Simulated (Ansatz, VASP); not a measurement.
# Two plane-wave programs on KF

Contents of INCAR:

```
ALGO = Normal
EDIFF = 1E-6
ENCUT = 520
ISIF = 2
ISMEAR = 0
LASPH = True
LCHARG = True
LELF = True
LREAL = False
LVHAR = True
LWAVE = False
NBANDS = 15
NELM = 80
PREC = Accurate
SIGMA = 0.05
```

Contents of KPOINTS:

```
k-points
0
Gamma
  8 8 8
```

POSCAR

```
KF
1.0
    0.0000000000      2.5817196783      2.7753486542
    2.4009993008      0.0000000000      2.7753486542
    2.4009993008      2.5817196783      0.0000000000
K F
1 1
Direct
    0.0000000000      0.0000000000      0.0000000000
    0.5000000000      0.5000000000      0.5000000000
```

Input for Ansatz:

```yaml
crystal:
  lattice:
    - [0.0, 2.5817196783, 2.7753486542]
    - [2.4009993008, 0.0, 2.7753486542]
    - [2.4009993008, 2.5817196783, 0.0]
  atoms:
    - { symbol: K, position: [0.0, 0.0, 0.0] }
    - { symbol: F, position: [0.5, 0.5, 0.5] }
basis:
  ecutwfc: 520.0
kpoints:
  mp_grid: { grid: [8, 8, 8] }
hamiltonian:
  xc: lda
scf:
  occupations: { method: gaussian, width: 0.05 }
output:
  forces: true
  stress: true
  eigenvalues: true
```

Change from the starting cell: normal strain along x -0.0700, normal strain along z +0.0750.

Alike in both runs: task single point; functional LDA; k mesh 8 × 8 × 8; occupations gaussian, width 0.05 eV; no spin polarisation.

|  | VASP | Ansatz |
| --- | --- | --- |
| version | VASP 6.6.1 | Ansatz 0.2.0 |
| potentials or method | VASP PAW LDA potentials, release 64 (K_sv, F) | scalar-relativistic, plane waves, PAW |
| plane-wave cutoff (eV) | 520 | 520 |
| valence electrons in the cell | 16 | 16 |

Ansatz gave:

* gap on the k mesh at the Fermi level (eV): 5.99
* least direct gap on the mesh (eV): 6.01
* pressure (GPa): 1.9
* largest component of the traceless stress (GPa): 7.04

**Question.** Which values does VASP return?

**Answer.** gap on the k mesh at the Fermi level (eV): 5.96; least direct gap on the mesh (eV): 5.99; pressure (GPa): 2.2; largest component of the traceless stress (GPa): 7.41.

A k mesh can miss the band edges.
